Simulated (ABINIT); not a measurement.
## RbCl (Fm-3m): changed settings of a GW run in ABINIT

Aim: change inputs of a GW run on RbCl (Fm-3m) and see what moves.

Program: ABINIT 10.8.3. Level of theory: PBE and many-body steps on it, plane waves. Results are calculated unless marked as measured.

### 1. Starting point

The structure is cubic, space group Fm-3m (No. 225). Conventional cell: a = 6.579 Å, b = 6.579 Å, c = 6.579 Å, α = 90.00°, β = 90.00°, γ = 90.00°. Rb has 6 Cl at 3.29 Å nearest. Nearest to Cl lie 6 Rb at 3.29 Å. Farther neighbours and most contacts between anions are not listed.

The cell and positions come from the Crystallography Open Database and are kept as given unless a step says otherwise.

### 2. Screening, 4×4×4 mesh, 609 bands, screening to 304.8 eV

This step: ABINIT 10.8.3; RPA screening on PBE, plane waves, norm-conserving pseudopotentials.

The RPA dielectric matrix is built and inverted for each q.

run.abi reads:

```
acell 3*1.0 Angstrom
rprim 
  -0.000000000000 3.289500000000 3.289500000000
  3.289500000000 -0.000000000000 3.289500000000
  3.289500000000 3.289500000000 -0.000000000000
ntypat 2
znucl 37 17
natom 2
typat 1 2
xred 
  0.000000000000 0.000000000000 0.000000000000
  0.500000000000 0.500000000000 0.500000000000
pp_dirpath "pseudos"
pseudos "Rb.upf, Cl.upf"
ecut 25
ngkpt 4 4 4
nshiftk 1
shiftk 0 0 0
kptopt 1
chksymbreak 0
istwfk *1
occopt 1
irdwfk 1
optdriver 3
nband 609
ecuteps 11.2
inclvkb 2
awtr 1
symchi 1
indata_prefix "in"
outdata_prefix "out"
tmpdata_prefix "tmp"
```

Launch:

```sh
OMP_NUM_THREADS=1 mpirun -n 4 abinit run.abi > log
```

What it wrote:

```text
.Version 10.8.3 of ABINIT. v10.8.2 released Aug 2026.

 Symmetries : space group Fm -3 m (#225); Bravais cF (face-center cubic)
[... echo of the input left out ...]
== DATASET  1 ==================================================================
-   mpi_nproc: 4, omp_nthreads: 1 (-1 if OMP is not activated)

--- !DatasetInfo
iteration_state: {dtset: 1, }
dimensions: {natom: 2, nkpt: 8, mband: 609, nsppol: 1, nspinor: 1, nspden: 1, mpw: 2884, }
cutoff_energies: {ecut:  25.0, pawecutdg:  -1.0, }
electrons: {nelect:   1.60000000E+01, charge:   0.00000000E+00, occopt:   1.00000000E+00, tsmear:   1.00000000E-02, }

 SCREENING: Calculation of the susceptibility and dielectric matrices

 Based on a program developped by R.W. Godby, V. Olevano, G. Onida, and L. Reining.
 Incorporated in ABINIT by V. Olevano, G.-M. Rignanese, and M. Torrent.
.Using double precision arithmetic ; gwpc =  8

[... cell and pseudopotentials left out ...]
--------------------------------------------------------------------------------

 ==== K-mesh for the wavefunctions ====
 Number of points in the irreducible wedge :     8
[... list of points left out ...]
 Together with 48 symmetry operations and time-reversal symmetry
 yields    64 points in the full Brillouin Zone.

 ==== Q-mesh for the screening function ====
 Number of points in the irreducible wedge :     8
[... list of points left out ...]
 Together with 48 symmetry operations and time-reversal symmetry
 yields    64 points in the full Brillouin Zone.

 setmesh: FFT mesh size selected  =    36x   36x   36
          total number of points  =        46656

 vcoul_init : cutoff-mode = AUXILIARY_FUNCTION
 q-points for optical limit:   1
     1)      0.000010    0.000020    0.000030

- screening: taking advantage of time-reversal symmetry
- Maximum band index for partially occupied states nbvw = 8
- Remaining bands to be divided among processors   nbcw = 601
- Number of bands treated by each node ~150

 Number of electrons calculated from density =   16.0000; Expected =   16.0000
 average of density, n =  0.033305
 r_s =    1.9281
 omega_plasma =   17.6038 [eV]

 calculating chi0 at frequencies [eV] :
  1    0.000000E+00    0.000000E+00
  2    0.000000E+00    1.760384E+01

--------------------------------------------------------------------------------
  q-point number  1        q = ( 0.000000, 0.000000, 0.000000) [r.l.u.]
--------------------------------------------------------------------------------
[... chi0 elements left out ...]
 For q-point:  0.000010 0.000020 0.000030
  dielectric constant =   2.1892
  dielectric constant without local fields =   2.6010

  Average fulfillment of the sum rule on Im[epsilon] for q-point    1 :     95.53  [%]
[... wings left out ...]
  q-point number  2        q = ( 0.250000, 0.000000, 0.000000) [r.l.u.]
--------------------------------------------------------------------------------
[... chi0 elements left out ...]
  Average fulfillment of the sum rule on Im[epsilon] for q-point    2 :     96.17  [%]

 [... 6 further q-points ...]
```

The job ended after 9.7 min (4 MPI ranks of Arm Neoverse V1, shared host; peak memory 4.5 GiB).

Numbers from this step:

* ε∞ with local fields, on this mesh, along the program's q direction: 2.189
* the same without local fields: 2.601
* plasma frequency: 17.60 eV
* plane waves in the screening matrix: 869

Local fields lower ε∞ by 16 %.

### 3. Base

The self-energy is evaluated for the states that the input lists, and the levels follow from it, in one-shot runs by the linearised quasiparticle equation.

This step: G0W0 on PBE, plane waves, norm-conserving pseudopotentials.

run.abi: that of step 2 with these lines changed.

```diff
@@ -23,8 +23,15 @@
 irdwfk 1
-optdriver 3
+optdriver 4
 nband 609
+gwcalctyp 0
+ecutsigx 25
+symsigma 1
+nkptgw 1
+kptgw 
+  0.0000000000 0.0000000000 0.0000000000
+bdgw 
+  6 12
 ecuteps 11.2
-inclvkb 2
-awtr 1
-symchi 1
+irdscr 1
+ppmodel 1
 indata_prefix "in"
```

What it wrote:

```text
.Version 10.8.3 of ABINIT. v10.8.2 released Aug 2026.

 Symmetries : space group Fm -3 m (#225); Bravais cF (face-center cubic)
[... echo of the input left out ...]
== DATASET  1 ==================================================================
-   mpi_nproc: 4, omp_nthreads: 1 (-1 if OMP is not activated)

--- !DatasetInfo
iteration_state: {dtset: 1, }
dimensions: {natom: 2, nkpt: 8, mband: 609, nsppol: 1, nspinor: 1, nspden: 1, mpw: 2884, }
cutoff_energies: {ecut:  25.0, pawecutdg:  -1.0, }
electrons: {nelect:   1.60000000E+01, charge:   0.00000000E+00, occopt:   1.00000000E+00, tsmear:   1.00000000E-02, }

 SIGMA: Calculation of the GW corrections

 Based on a program developped by R.W. Godby, V. Olevano, G. Onida, and L. Reining.
 Incorporated in ABINIT by V. Olevano, G.-M. Rignanese, and M. Torrent.
.Using double precision arithmetic ; gwpc =  8

[... cell and pseudopotentials left out ...]
--------------------------------------------------------------------------------

 ==== K-mesh for the wavefunctions ====
 Number of points in the irreducible wedge :     8
[... list of points left out ...]
 Together with 48 symmetry operations and time-reversal symmetry
 yields    64 points in the full Brillouin Zone.

 ==== Q-mesh for screening function ====
 Number of points in the irreducible wedge :     8
[... list of points left out ...]
 Together with 48 symmetry operations and time-reversal symmetry
 yields    64 points in the full Brillouin Zone.

 vcoul_init : cutoff-mode = AUXILIARY_FUNCTION
 q-points for optical limit:   1
     1)      0.000010    0.000020    0.000030
 setmesh: FFT mesh size selected  =    40x   40x   40
          total number of points  =        64000

 Number of electrons calculated from density =   16.0000; Expected =   16.0000
 average of density, n =  0.033305
 r_s =    1.9281
 omega_plasma =   17.6038 [eV]

 === KS Band Gaps ===
  >>>> For spin  1
   Minimum direct gap =   5.0027 [eV], located at k-point      :   0.0000  0.0000  0.0000
   Fundamental gap    =   5.0027 [eV], Top of valence bands at :   0.0000  0.0000  0.0000
                                       Bottom of conduction at :   0.0000  0.0000  0.0000
 SIGMA fundamental parameters:
 PLASMON POLE MODEL  1
 number of plane-waves for SigmaX                 2837
 number of plane-waves for SigmaC and W            869
 number of plane-waves for wavefunctions          2837
 number of bands                                   609
 number of independent spin polarizations            1
 number of spinorial components                      1
 number of k-points in IBZ                           8
 number of q-points in IBZ                           8
 number of symmetry operations                      48
 number of k-points in BZ                           64
 number of q-points in BZ                           64
 number of frequencies for dSigma/dE                 9
 frequency step for dSigma/dE [eV]                0.25
 number of omega for Sigma on real axis              0
 max omega for Sigma on real axis  [eV]           0.00
 zcut for avoiding poles [eV]                     0.10

 EPSILON^-1 parameters (SCR file):
 dimension of the eps^-1 matrix on file            869
 dimension of the eps^-1 matrix used               869
 number of plane-waves for wavefunctions          2837
 number of bands                                   609
 number of q-points in IBZ                           8
 number of frequencies                               2
 number of real frequencies                          1
 number of imag frequencies                          1

 matrix elements of self-energy operator (all in [eV])

 Perturbative Calculation

--- !SelfEnergy_ee
iteration_state: {dtset: 1, }
kpoint     : [   0.000,    0.000,    0.000, ]
spin       : 1
KS_gap     :    5.003
QP_gap     :    7.937
Delta_QP_KS:    2.935
data: !SigmaeeData |
     Band     E0 <VxcDFT>   SigX SigC(E0)      Z dSigC/dE  Sig(E)    E-E0       E
        6  -1.409 -14.024 -18.548   1.598   0.804  -0.243 -16.377  -2.353  -3.762
        7  -1.409 -14.024 -18.548   1.598   0.804  -0.243 -16.377  -2.353  -3.762
        8  -1.409 -14.024 -18.548   1.598   0.804  -0.243 -16.377  -2.353  -3.762
        9   3.594  -6.590  -3.001  -2.924   0.874  -0.144  -6.009   0.582   4.175
       10   6.578  -7.734  -3.429  -2.974   0.871  -0.148  -6.574   1.160   7.738
       11   6.578  -7.734  -3.429  -2.974   0.871  -0.148  -6.574   1.160   7.738
       12   6.578  -7.734  -3.429  -2.974   0.871  -0.148  -6.574   1.160   7.738

== END DATASET(S) ==============================================================
================================================================================

 -outvars: echo values of variables after computation  --------
           etotal      0.0000000000E+00
            nband         609
             nkpt           8
          spgroup         225
 [... the other variables as echoed above ...]

 Calculation completed.
```

The job ended after 4.9 min (4 MPI ranks; peak memory 5.5 GiB; 20 min of CPU time).

This step gave:

* G0W0 gap on the points computed: 7.937 eV
* starting gap on the mesh: 5.003 eV
* k of the valence top: 0, 0, 0
* k of the conduction bottom: 0, 0, 0
* Z at the valence top: 0.804
* Z at the conduction bottom: 0.874
* least direct G0W0 gap on the computed points: 7.937 eV

The gap on the mesh goes from 5.00 eV to 7.94 eV, a correction of +2.93 eV.

### 4. Coulomb singularity

run.abi: that of step 3 with these lines changed.

```diff
@@ -36,2 +36,3 @@
 ppmodel 1
+gw_icutcoul 0
 indata_prefix "in"
```

What it wrote:

```text
.Version 10.8.3 of ABINIT. v10.8.2 released Aug 2026.

 Symmetries : space group Fm -3 m (#225); Bravais cF (face-center cubic)
[... echo of the input left out ...]
== DATASET  1 ==================================================================
-   mpi_nproc: 4, omp_nthreads: 1 (-1 if OMP is not activated)

--- !DatasetInfo
iteration_state: {dtset: 1, }
dimensions: {natom: 2, nkpt: 8, mband: 609, nsppol: 1, nspinor: 1, nspden: 1, mpw: 2884, }
cutoff_energies: {ecut:  25.0, pawecutdg:  -1.0, }
electrons: {nelect:   1.60000000E+01, charge:   0.00000000E+00, occopt:   1.00000000E+00, tsmear:   1.00000000E-02, }

 SIGMA: Calculation of the GW corrections

 Based on a program developped by R.W. Godby, V. Olevano, G. Onida, and L. Reining.
 Incorporated in ABINIT by V. Olevano, G.-M. Rignanese, and M. Torrent.
.Using double precision arithmetic ; gwpc =  8

[... cell and pseudopotentials left out ...]
--------------------------------------------------------------------------------

 ==== K-mesh for the wavefunctions ====
 Number of points in the irreducible wedge :     8
[... list of points left out ...]
 Together with 48 symmetry operations and time-reversal symmetry
 yields    64 points in the full Brillouin Zone.

 ==== Q-mesh for screening function ====
 Number of points in the irreducible wedge :     8
[... list of points left out ...]
 Together with 48 symmetry operations and time-reversal symmetry
 yields    64 points in the full Brillouin Zone.

 === Spherical cutoff ===

  Cutoff radius .........    19.4343 [Bohr]
  Volume of the sphere ..   30746.54 [Bohr^3]
 q-points for optical limit:   1
     1)      0.000010    0.000020    0.000030
 setmesh: FFT mesh size selected  =    40x   40x   40
          total number of points  =        64000

[...]
number of q-points in BZ                           64
 number of frequencies for dSigma/dE                 9
 frequency step for dSigma/dE [eV]                0.25
 number of omega for Sigma on real axis              0
 max omega for Sigma on real axis  [eV]           0.00
 zcut for avoiding poles [eV]                     0.10

 EPSILON^-1 parameters (SCR file):
 dimension of the eps^-1 matrix on file            869
 dimension of the eps^-1 matrix used               869
 number of plane-waves for wavefunctions          2837
 number of bands                                   609
 number of q-points in IBZ                           8
 number of frequencies                               2
 number of real frequencies                          1
 number of imag frequencies                          1

 matrix elements of self-energy operator (all in [eV])

 Perturbative Calculation

--- !SelfEnergy_ee
iteration_state: {dtset: 1, }
kpoint     : [   0.000,    0.000,    0.000, ]
spin       : 1
KS_gap     :    5.003
QP_gap     :    7.846
Delta_QP_KS:    2.844
data: !SigmaeeData |
     Band     E0 <VxcDFT>   SigX SigC(E0)      Z dSigC/dE  Sig(E)    E-E0       E
        6  -1.409 -14.024 -18.622   1.665   0.815  -0.227 -16.413  -2.389  -3.798
        7  -1.409 -14.024 -18.622   1.665   0.815  -0.227 -16.413  -2.389  -3.798
        8  -1.409 -14.024 -18.622   1.665   0.815  -0.227 -16.413  -2.389  -3.798
        9   3.594  -6.590  -3.031  -3.039   0.873  -0.145  -6.135   0.455   4.048
       10   6.578  -7.734  -3.438  -3.077   0.870  -0.150  -6.674   1.060   7.638
       11   6.578  -7.734  -3.438  -3.077   0.870  -0.150  -6.674   1.060   7.638
       12   6.578  -7.734  -3.438  -3.077   0.870  -0.150  -6.674   1.060   7.638

== END DATASET(S) ==============================================================
================================================================================

 -outvars: echo values of variables after computation  --------
           etotal      0.0000000000E+00
            nband         609
             nkpt           8
          spgroup         225
 [... the other variables as echoed above ...]

 Calculation completed.
```

Elapsed: 4.9 min, on 4 MPI ranks; peak memory 5.5 GiB.

This step gave:

```
G0W0 gap on the points computed              : 7.846 eV
starting gap on the mesh                     : 5.003 eV
k of the valence top                         : 0, 0, 0
k of the conduction bottom                   : 0, 0, 0
Z at the valence top                         : 0.815
Z at the conduction bottom                   : 0.873
least direct G0W0 gap on the computed points : 7.846 eV
```

Against G0W0 in ABINIT (4×4×4 mesh, 609 bands, screening to 304.8 eV, Godby-Needs plasmon pole), the gap moves by −0.091 eV.

### 5. Side by side

Times are wall times on 4 MPI ranks of Arm Neoverse V1, shared host, good to a factor of about two. A run's time includes the screening step that it read.

```csv
run,mesh,bands,screening cutoff (eV),DFT gap (eV),gap on the mesh (eV),direct (eV),ε∞ used,time
base,4×4×4,609,304.8,5.003,7.937,7.937,2.19,15 min
Coulomb singularity,4×4×4,609,304.8,5.003,7.846,7.846,2.19,15 min
```

### 6. Results

```yaml
base: 7.937 eV
coulomb_singularity: 7.846 eV
known_limits: not at the basis limit; no spin-orbit coupling
```

**Reading.** Coulomb singularity: −0.091 eV against base (keys changed: gw_icutcoul). Bands and cutoff are finite, so the gap is not at the basis limit. The miss can reach some tenths of an eV and take either sign; the mesh is an error of its own. In the G0W0 runs levels were corrected at 1 k point alone, so a gap called «on the mesh» is the least over those, and an edge elsewhere would be missed. The many-body steps are scalar-relativistic: spin-orbit coupling is not in them.

[Paths, hosts, dates, memory and timing lines, banners, echoed tables and standing remarks are left out of the program output.]

[Logs are printed without paths, hosts, clocks, repeated set-up lines and the standing remarks that a program may print on its own settings, such as how far it seeks lower states.]

[Runs of the session that timed out or met a known fault of the program may be left out.]

[Hosts, paths, dates, database ids (printed as entryN), source tags and the programs' standing remarks are cut or masked in the printed files.]

[G0W0 gaps are taken among the corrected bands and points alone; a level outside them can change the order at an edge.]

[Where Ansatz stands beside ABINIT at settings called matched, ABINIT's density can come from a denser mesh and the files from another edition; pairs whose starting gaps differed by over 0.03 eV were left out, so agreement reads better than it is.]
